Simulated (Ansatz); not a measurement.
# BP: one candidate of a structure search

Where does this trial cell of BP go when cell and atoms are let free?

Method: DFT PBE, scalar-relativistic, plane waves, PAW, in Ansatz 0.2.0.

### Step 1. The starting structure

The structure is cubic, space group Pm-3m (No. 221). Conventional cell: a = 3.028 Å, b = 3.028 Å, c = 3.028 Å, α = 90.00°, β = 90.00°, γ = 90.00°. Around B (site symmetry m-3m) lie 8 P at 2.62 Å. P (site symmetry m-3m) has 8 B at 2.62 Å as nearest neighbours.

As a file:

```xyz
2
Lattice="3.0282 0.0000 0.0000 0.0000 3.0282 0.0000 0.0000 0.0000 3.0282" Properties=species:S:1:pos:R:3 pbc="T T T"
B     0.0000    0.0000    0.0000
P     1.5141    1.5141    1.5141
```

The cell is invented: species swapped into a database cell of HoIr (Pm-3m, No. 221), with B on the Ho sites and P on the Ir sites. The dimensions are guesses.

### Step 2. The guess as it stands, on a coarse mesh

Contents of input.yaml:

```yaml
crystal:
  lattice:
    - [3.02818187, 0.0, 0.0]
    - [0.0, 3.02818187, 0.0]
    - [0.0, 0.0, 3.02818187]
  atoms:
    - { symbol: B, position: [0.0, 0.0, 0.0] }
    - { symbol: P, position: [0.5, 0.5, 0.5] }
basis:
  ecutwfc: 420
kpoints:
  mp_grid: { grid: [6, 6, 6] }
hamiltonian:
  xc: pbe
scf:
  occupations: { method: gaussian, width: 0.1 }
  lower_state_search: "off"
output:
  forces: true
  stress: true
  eigenvalues: true
```

The run is started by

```bash
$ ansatz run input.yaml --threads 1 --pin off --max-ram 2048MiB --backend cpu --events-out ev --progress --plain --runs-dir out
```

What it wrote, cut to the lines that bear on the results:

```text
[...]
SCF converged after 6 iterations
Free energy (F): -908.114733 eV
[...]
E sigma→0 (E₀):  -908.111694 eV
Entropy (-TS):   -0.006078 eV (-3.039 meV/atom)
Fermi energy:    7.651964 eV
[...]
--- Forces (eV/Å), atoms counted from 1 ---
  atom   1  B     -0.00000000     0.00000000     0.00000000
  atom   2  P      0.00000000     0.00000000     0.00000000
[...]
--- Stress (GPa, compression-positive) ---
      -21.187021       0.000000       0.000000
        0.000000     -21.187021       0.000000
        0.000000       0.000000     -21.187021
  P = ⅓ Tr σ = -21.1870 GPa (-211.870 kbar)
--- Band table (eV; the first three rows and the last of 20) ---
  k-point 0: bands = ["-6.3628", "6.7530", "6.8981", "6.8981", "6.8981", "12.8519", "12.8519", "15.2407", "15.2407", "15.2407", "23.0799", "23.0799"]
[...]
```

It took 0.84 s on 1 thread of Intel Xeon Platinum 8259CL at 2.50GHz (Skylake/Cascade Lake), shared host; peak memory 0.29 GiB.

The probe gives pressure -21.2 GPa, largest force 0.00 eV/Å, gap on this mesh none (metal). A guess like this is first relaxed loosely on the coarse mesh.

### Step 3. Rough relaxation on the coarse mesh

Changes to input.yaml since step 2:

```diff
@@ -21 +21,6 @@
   eigenvalues: true
+relax:
+  adjacent_minimum: "off"
+  f_tol: 0.04
+  max_steps: 70
+  cell: { stress_tol: 0.4 }
```

The run is started by

```bash
$ ansatz run input.yaml --threads 1 --pin off --max-ram 2048MiB --backend cpu --events-out ev --progress --plain --runs-dir out
```

What it wrote:

```text
Warning: RAYON_NUM_THREADS=1 ignored (pool sized by the plan → 1); use --threads N
Engine: ansatz 0.2.0, x86_64-unknown-linux-gnu
Pseudopotentials: kind: paw
Pseudopotential: B, paw, valence charge 3, recommended cutoff 420 eV (normal), B.paw.azcp
Pseudopotential: P, paw, valence charge 5, recommended cutoff 420 eV (normal), P.paw.azcp
Functional definition: PBE
  parameter kappa = 0.804
  parameter beta = 0.06672455060314922
  exchange = pbe_x(kappa = kappa, mu = beta*pi^2/3)
  correlation = pbe_c(beta = beta)
Crystal: 2 atoms, lattice volume = 27.768 Å³
Basis set: ecut = 420 eV, 515 PW (Γ), exchange–correlation on 48×48×48 points (8 copies of the dense FFT grid, shifted against one another)
Bands: 8, of which v1, the nominal top of the filled ones, is band 4 counted from 1 (3 counted from 0)
Symmetry: 48 space group operations
Space group: Pm-3m (ITA 221), of the structure as read, at distance tolerance 3.0e-5 Å
k-points: 20 of 216
Non-local potential: B, projectors of the file, l = 0: 2, l = 1: 2, l = 2: 1
Non-local potential: P, projectors of the file, l = 0: 2, l = 1: 2, l = 2: 2
PAW form: soft (Blöchl's): semilocal exchange-correlation on the pseudo side does not see the compensation charge
PAW one-centre angular grid: B, 110 points (default); XC on 64 Gauss nodes
PAW one-centre angular grid: P, 110 points (default); XC on 64 Gauss nodes
Initial density: superposition of atomic densities (neutral atoms: chi_scale 0, normalization atom), corrected by the library's trained network
Initial wavefunctions: pseudopotential atomic-orbital guess
Functional: x = pbe(κ = 0.804, μ = 0.2195149727645171), c = pbe(β = 0.06672455060314922)
SCF iter   1: F=—  HF=-908.114983 eV  |F-HF|=—  |Δ(HF+E_count)|=         —  Δρ=2.10e-3  dr2=1.84e-3  ethr=1.77e-3  ⟨swp⟩=6.7  Hψ=2935  notcnv=0  defer=5
automatic band count: the SCF goes on with 12 bands, as 8 were too few: the levels above may hold too much charge
preconditioner: auto → none  [metal: Δε(μ)=0.069 eV  Ē_g=13.612 eV  σ=0.100 eV  W_gap=0.37  n_scr=6 (ndim 8)  ℏωp=19.9 eV  f_vac=0.000  D(μ)=1.18/eV (n_scr^D=6)  sad-step TF]
SCF iter   2: F=—  HF=-908.114838 eV  |F-HF|=—  |Δ(HF+E_count)|=   1.45e-4  Δρ=1.31e-3  dr2=7.64e-4  ethr=2.30e-5  ⟨swp⟩=1.6  Hψ=421  notcnv=0  defer=6
SCF iter   3: F=—  HF=-908.114730 eV  |F-HF|=—  |Δ(HF+E_count)|=   1.08e-4  Δρ=2.69e-4  dr2=3.49e-5  ethr=9.56e-6  ⟨swp⟩=1.1  Hψ=188  notcnv=0  defer=6
SCF iter   4: F=—  HF=-908.114732 eV  |F-HF|=—  |Δ(HF+E_count)|=   1.52e-6  Δρ=5.68e-5  dr2=4.86e-7  ethr=4.36e-7  ⟨swp⟩=1.9  Hψ=229  notcnv=0  defer=6
iter 5 did not close the SCF: its close was put off for the readings that it lacked (scf_convergence_deferred on its scf_iter line)
SCF iter   5: F=-908.114733 eV  HF=-908.114733 eV  |F-HF|=7.31e-9  |Δ(HF+E_count)|=   1.17e-6  Δρ=4.53e-6  dr2=9.11e-9  ethr=6.08e-9  ⟨swp⟩=2.0  Hψ=267  notcnv=0  defer=6
SCF iter   6: F=-908.114733 eV  HF=-908.114733 eV  |F-HF|=5.33e-11  |Δ(HF+E_count)|=   3.08e-9  Δρ=4.55e-7  dr2=7.62e-11  ethr=1.14e-10  ⟨swp⟩=6.2  Hψ=1300  notcnv=0
SCF 1 converged in 6 iterations: F = -908.114733 eV  dr2 = 7.62e-11
relax step   1: F+E_penalty+E_count = -908.11473303 eV  Δ(F+E_penalty+E_count) = +0.000e0 eV  max|allowed force component| = 2.383e-31 eV/Å  Δτ_max = 0.0000 Å  P = -21.187 GPa  Ω = 27.768 Å³  (6 SCF iters, dr2 threshold 1.00e-7 eV, accepted)
Crystal: 2 atoms, lattice volume = 23.902 Å³
Basis set: ecut = 420 eV, 461 PW (Γ), exchange–correlation on 48×48×48 points (8 copies of the dense FFT grid, shifted against one another)
Bands: 12, of which v1, the nominal top of the filled ones, is band 4 counted from 1 (3 counted from 0)
Initial density: handed on by an earlier stage of this run
Initial wavefunctions: those handed on with the density
iter 1 solved again at ethr=1.19e-4 eV; its pass at ethr=3.10e-3 eV (dr2=9.50e-3 eV) is discarded
SCF iter   1: F=—  HF=-908.564328 eV  |F-HF|=—  |Δ(HF+E_count)|=         —  Δρ=5.24e-3  dr2=9.51e-3  ethr=1.19e-4  ⟨swp⟩=1.4  Hψ=1869  notcnv=0
preconditioner: auto → none  [insulator: Δε(μ)=0.200 eV  Ē_g=14.824 eV  σ=0.100 eV  W_gap=0.84  n_scr=6 (ndim 8)  ℏωp=21.5 eV  f_vac=0.000  D(μ)=0.50/eV (n_scr^D=0)  ε∞_Penn≈3.1]
SCF iter   2: F=—  HF=-908.562060 eV  |F-HF|=—  |Δ(HF+E_count)|=   2.27e-3  Δρ=2.32e-3  dr2=1.76e-3  ethr=1.19e-4  ⟨swp⟩=1.0  Hψ=240  notcnv=0
SCF iter   3: F=—  HF=-908.561566 eV  |F-HF|=—  |Δ(HF+E_count)|=   4.94e-4  Δρ=1.38e-4  dr2=1.73e-6  ethr=2.19e-5  ⟨swp⟩=1.1  Hψ=242  notcnv=0
SCF iter   4: F=—  HF=-908.561572 eV  |F-HF|=—  |Δ(HF+E_count)|=   5.98e-6  Δρ=8.66e-6  dr2=6.13e-9  ethr=2.17e-8  ⟨swp⟩=2.4  Hψ=316  notcnv=0
iter 5 did not close the SCF: its close was put off for the readings that it lacked (scf_convergence_deferred on its scf_iter line)
SCF iter   5: F=-908.561572 eV  HF=-908.561572 eV  |F-HF|=4.37e-11  |Δ(HF+E_count)|=   5.41e-9  Δρ=9.96e-7  dr2=1.71e-10  ethr=7.67e-11  ⟨swp⟩=2.5  Hψ=320  notcnv=0
SCF iter   6: F=-908.561572 eV  HF=-908.561572 eV  |F-HF|=9.09e-13  |Δ(HF+E_count)|=  1.59e-12  Δρ=7.69e-8  dr2=1.45e-12  ethr=2.14e-12  ⟨swp⟩=2.8  Hψ=1012  notcnv=0
SCF 2 converged in 6 iterations: F = -908.561572 eV  dr2 = 1.45e-12
relax step   2: F+E_penalty+E_count = -908.56157216 eV  Δ(F+E_penalty+E_count) = -4.468e-1 eV  max|allowed force component| = 3.780e-31 eV/Å  Δτ_max = 0.0000 Å  P = -14.585 GPa  Ω = 23.902 Å³  energy of the carried Pulay correction = +1.853e-3 eV  (6 SCF iters, dr2 threshold 2.00e-7 eV, accepted)
Crystal: 2 atoms, lattice volume = 20.412 Å³
Basis set: ecut = 420 eV, 389 PW (Γ), exchange–correlation on 48×48×48 points (8 copies of the dense FFT grid, shifted against one another)
iter 1 solved again at ethr=2.11e-4 eV; its pass at ethr=3.10e-3 eV (dr2=1.69e-2 eV) is discarded
SCF iter   1: F=—  HF=-908.747010 eV  |F-HF|=—  |Δ(HF+E_count)|=         —  Δρ=7.66e-3  dr2=1.68e-2  ethr=2.11e-4  ⟨swp⟩=1.2  Hψ=1852  notcnv=0
preconditioner: auto → none  [insulator: Δε(μ)=0.126 eV  Ē_g=16.310 eV  σ=0.100 eV  W_gap=0.51  n_scr=6 (ndim 8)  ℏωp=23.2 eV  f_vac=0.000  D(μ)=0.96/eV (n_scr^D=6)  ε∞_Penn≈3.0]
SCF iter   2: F=—  HF=-908.742860 eV  |F-HF|=—  |Δ(HF+E_count)|=   4.15e-3  Δρ=3.19e-3  dr2=2.77e-3  ethr=2.10e-4  ⟨swp⟩=1.0  Hψ=240  notcnv=0
SCF iter   3: F=—  HF=-908.742055 eV  |F-HF|=—  |Δ(HF+E_count)|=   8.05e-4  Δρ=2.54e-4  dr2=1.03e-5  ethr=3.46e-5  ⟨swp⟩=1.0  Hψ=240  notcnv=0
SCF iter   4: F=—  HF=-908.742054 eV  |F-HF|=—  |Δ(HF+E_count)|=   1.26e-6  Δρ=7.01e-5  dr2=1.59e-6  ethr=1.29e-7  ⟨swp⟩=2.1  Hψ=316  notcnv=0
iter 5 did not close the SCF: its close was put off for the readings that it lacked (scf_convergence_deferred on its scf_iter line)
SCF iter   5: F=-908.742053 eV  HF=-908.742053 eV  |F-HF|=2.09e-8  |Δ(HF+E_count)|=   4.01e-7  Δρ=9.42e-6  dr2=2.74e-8  ethr=1.98e-8  ⟨swp⟩=1.0  Hψ=240  notcnv=0
SCF iter   6: F=-908.742053 eV  HF=-908.742053 eV  |F-HF|=2.02e-10  |Δ(HF+E_count)|=   6.47e-9  Δρ=9.43e-7  dr2=2.68e-10  ethr=3.43e-10  ⟨swp⟩=3.0  Hψ=918  notcnv=0
SCF 3 converged in 6 iterations: F = -908.742053 eV  dr2 = 2.68e-10
relax step   3: F+E_penalty+E_count = -908.74205341 eV  Δ(F+E_penalty+E_count) = -1.805e-1 eV  max|allowed force component| = 7.806e-32 eV/Å  Δτ_max = 0.0000 Å  P = +0.081 GPa  Ω = 20.412 Å³  energy of the carried Pulay correction = +3.781e-3 eV  (6 SCF iters, dr2 threshold 2.00e-7 eV, accepted)
Basis set: ecut = 420 eV, 389 PW (Γ), exchange–correlation on 40×40×40 points (8 copies of the dense FFT grid, shifted against one another)
Initial wavefunctions: pseudopotential atomic-orbital guess (no wavefunctions were taken with the density)
iter 1 solved again at ethr=8.59e-8 eV; its pass at ethr=3.10e-3 eV (dr2=6.87e-6 eV) is discarded
SCF iter   1: F=—  HF=-908.740609 eV  |F-HF|=—  |Δ(HF+E_count)|=         —  Δρ=2.17e-4  dr2=9.90e-7  ethr=8.59e-8  ⟨swp⟩=3.0  Hψ=2157  notcnv=0
preconditioner: auto → none  [insulator: Δε(μ)=0.225 eV  Ē_g=16.342 eV  σ=0.100 eV  W_gap=0.61  n_scr=6 (ndim 8)  ℏωp=23.2 eV  f_vac=0.000  D(μ)=1.26/eV (n_scr^D=18)  ε∞_Penn≈3.0]
SCF iter   2: F=—  HF=-908.740619 eV  |F-HF|=—  |Δ(HF+E_count)|=   9.95e-6  Δρ=1.11e-4  dr2=2.30e-7  ethr=1.24e-8  ⟨swp⟩=2.0  Hψ=293  notcnv=0
SCF iter   3: F=—  HF=-908.740621 eV  |F-HF|=—  |Δ(HF+E_count)|=   2.07e-6  Δρ=1.02e-5  dr2=8.88e-9  ethr=2.88e-9  ⟨swp⟩=2.2  Hψ=319  notcnv=0
iter 4 did not close the SCF: its close was put off for the readings that it lacked (scf_convergence_deferred on its scf_iter line)
SCF iter   4: F=-908.740621 eV  HF=-908.740621 eV  |F-HF|=2.05e-12  |Δ(HF+E_count)|=   1.05e-8  Δρ=4.09e-7  dr2=2.28e-11  ethr=1.11e-10  ⟨swp⟩=1.6  Hψ=269  notcnv=0
iter 5 did not close the SCF: its close was put off for the readings that it lacked (scf_convergence_deferred on its scf_iter line)
SCF iter   5: F=-908.740621 eV  HF=-908.740621 eV  |F-HF|=1.14e-13  |Δ(HF+E_count)|=  6.10e-11  Δρ=2.95e-8  dr2=6.78e-14  ethr=1.00e-12  ⟨swp⟩=1.2  Hψ=246  notcnv=0
SCF iter   6: F=-908.740621 eV  HF=-908.740621 eV  |F-HF|=3.41e-13  |Δ(HF+E_count)|=    0.00e0  Δρ=2.32e-9  dr2=1.36e-15  ethr=1.00e-12  ⟨swp⟩=1.7  Hψ=684  notcnv=0
SCF 4 converged in 6 iterations: F = -908.740621 eV  dr2 = 1.36e-15
relax step   4: F+E_penalty+E_count = -908.74062104 eV  Δ(F+E_penalty+E_count) = +1.432e-3 eV  max|allowed force component| = 2.630e-31 eV/Å  Δτ_max = 0.0000 Å  P = +0.010 GPa  Ω = 20.412 Å³  stress off target by 9.64e-3 GPa  SCF on the basis re-selected at this cell (its energy is not comparable with the rows above)  (6 SCF iters)
basis re-selected at this cell: Δ(F+E_penalty+E_count) = +1.432e-3 eV, ΔP = -0.072 GPa vs the last step (what re-selecting the basis moved, of the pressure what is left beyond the Pulay correction that the steps carried, after the strain that the cell walked since its last selection, with what the two solves' SCF thresholds leave and, on support functions, any second-order correction that the steps lacked; it is no measure of the basis error at this ecutwfc). The dense FFT grid was sized anew with the basis: this SCF ran on 20×20×20 points, the steps before it on 24×24×24, so part of this shift can come from that change (see relax.cell in the input reference). This SCF's stress stands 9.64e-3 GPa from its target on what of the cell is left free (relax.cell.stress_tol is 4.00e-1 GPa) and its largest allowed force component is 2.63e-31 eV/Å (relax.f_tol is 4.00e-2 eV/Å): within both
SCF converged after 6 iterations
Free energy (F): -908.740621 eV
Harris-Foulkes:  -908.740621 eV  (|F-HF|=3.41e-13)
Internal energy: -908.734311 eV  (E = F + TS)
E sigma→0 (E₀):  -908.737466 eV
Entropy (-TS):   -0.006310 eV (-3.155 meV/atom)
Fermi energy:    12.025732 eV
--- Per-component energies (eV) ---
  E_band       = 43.550932
  E_kinetic    = 114.285091
  E_local      = -13.836645  (includes V_loc(G=0)·N_el)
  E_nonlocal   = 46.418375
  E_hartree    = 2.454380
  E_xc         = -93.066852
  E_vxc        = -98.416179  (∫ρ·V_xc dr)
  E_paw        = -647.466473  (= ΣΔE_a)
  E_vpaw       = -9.808471  (= ΣTr[D̂ρ^β])
  E_aug_tail   = 0.000001  (compensation charges beyond the density's cutoff)
  E_ewald      = -317.522188
  E_smearing   = -0.006310  (= −TS)
  E_closure    = -0.000000  (closes the sum)
  Σ components = -908.740621   (vs F -908.740621, Δ=0.00e0)
--- Forces (eV/Å), atoms counted from 1 ---
  atom   1  B      0.00000000     0.00000000    -0.00000000
  atom   2  P     -0.00000000     0.00000000     0.00000000
  max |Σ_I F_I| component: 5.26e-31 eV/Å
--- Stress (GPa, compression-positive) ---
        0.009641      -0.000000       0.000000
       -0.000000       0.009641       0.000000
        0.000000       0.000000       0.009641
  P = ⅓ Tr σ = 0.0096 GPa (0.096 kbar)
--- Band table (eV; the first three rows and the last of 20) ---
  k-point 0: bands = ["-5.0057", "10.8762", "10.8762", "10.8762", "13.9052", "16.3633", "16.3633", "22.5810", "22.5810", "22.5810", "29.3799", "29.3799"]
  k-point 1: bands = ["-4.5092", "7.4380", "11.3508", "11.3508", "14.7005", "16.8481", "19.8982", "21.0747", "21.0747", "21.8245", "29.4768", "29.4768"]
  k-point 2: bands = ["-3.0572", "3.2676", "12.7555", "12.7555", "15.7367", "18.0245", "18.0245", "18.1852", "19.5035", "26.3230", "26.3393", "30.1227"]
  k-point 19: bands = ["6.2477", "8.2737", "8.2737", "8.2737", "8.9437", "8.9437", "8.9437", "10.2774", "32.2091", "32.2091", "32.2091", "35.9294"]
--- Relaxed structure (3 steps of the walk, 3 accepted, 1 SCFs on fresh bases) ---
  F+E_penalty+E_count = -908.74062104 eV   max|allowed force component| = 2.630e-31 eV/Å   (the final SCF, on the basis selected at the relaxed cell)
  cell:  # Å, volume = 20.4121 Å³
    - [2.7329341376750005, 2.6000054249227684e-33, -1.0271626370065257e-33]
    - [2.6000054249227684e-33, 2.7329341376750005, 1.0271626370065257e-33]
    - [-1.0271626370065257e-33, 1.0271626370065257e-33, 2.7329341376750005]
  atoms:
    - { symbol: B, position: [1.9875064757003323e-36, -3.9750129513926804e-36, 6.6250215856532126e-37] }
    - { symbol: P, position: [0.5, 0.5, 0.5] }
```

It took 2.8 s on 1 thread of Intel Xeon Platinum 8259CL at 2.50GHz (Skylake/Cascade Lake), shared host; peak memory 0.33 GiB.

Step by step:

```csv
step,energy from step 1 (eV/cell),largest force component (eV/Å),pressure (GPa),volume (Å³)
1,0.0000,0.0000,-21.19,27.77
2,-0.4468,0.0000,-14.58,23.90
3,-0.6273,0.0000,0.08,20.41
4,-0.6259,0.0000,0.01,20.41
```

Step 1 is the start. Step 4 repeats the geometry before it on a plane-wave basis chosen anew for that cell, so its energy need not be comparable with the rows above.

|  | before | after | change |
| --- | --- | --- | --- |
| a (Å) | 3.028 | 2.733 | -9.7 % |
| b (Å) | 3.028 | 2.733 | -9.7 % |
| c (Å) | 3.028 | 2.733 | -9.7 % |
| volume (Å³/atom) | 13.88 | 10.21 | -26.5 % |
| shortest distance (Å) | 2.622 | 2.367 | -9.7 % |
| space group (0.01 Å) | Pm-3m | Pm-3m | same |

The run keeps the 48 symmetry operations of the start, so it could not have lowered the symmetry.

[end of part 1 of 2]
